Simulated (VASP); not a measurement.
Set up this calculation in VASP 6.6.1, as the native input.

| Item | Value |
| --- | --- |
| Task | single point |
| Functional | PBE |
| Potentials or basis | VASP PAW PBE potentials, release 64 (Al) |
| Cutoff | 520 eV |
| k mesh | 24 × 24 × 24 |
| Occupations | gaussian, width 0.15 eV |
| Spin | no spin polarisation |
| Dipole correction | no |
| Further INCAR settings | ALGO = Fast; EDIFF = 1e-07; NBANDS = 8 |

The structure of Al lies in POSCAR:

```
Al
1.0
   -2.1381448172      1.6350519191      1.6350519191
    1.6350519191     -2.1381448172      1.6350519191
    1.6350519191      1.6350519191     -2.1381448172
Al
1
Direct
    0.0000000000      0.0000000000      0.0000000000
```

This isn't the form of Al at room conditions, which is fcc.

One way to write it, as run:

INCAR

```
SYSTEM = Al
PREC = Accurate ; ENCUT = 520
EDIFF = 1E-7 ; ISMEAR = 0
SIGMA = 0.15 ; LREAL = .False.
LASPH = .True. ; NELM = 100
ALGO = Fast ; ISIF = 2
LWAVE = .False. ; LCHARG = .False.
GGA = PE ; NBANDS = 8
```

KPOINTS

```
regular mesh
0
Gamma
  24 24 24
  0 0 0
```

Potentials or basis: VASP PAW PBE potentials, release 64 (Al).

Run with:

```console
$ cat potpaw_PBE.64/Al/POTCAR > POTCAR
$ mpirun -np 1 vasp_std > vasp.out
```

Results of the run:

| Quantity | Value |
| --- | --- |
| Pressure | 56.8 GPa |
| Band gap on the k mesh | none (metal or under the smearing width) |

Caveat: a pressure of tens of GPa on the cell as given is suspect, and the run, the potentials or the cell itself is likely at fault.

It took 2.5 min on 1 thread of AMD EPYC 9R45 96-Core Processor (Zen 5), with other jobs on the host, peak memory 0.23 GiB.
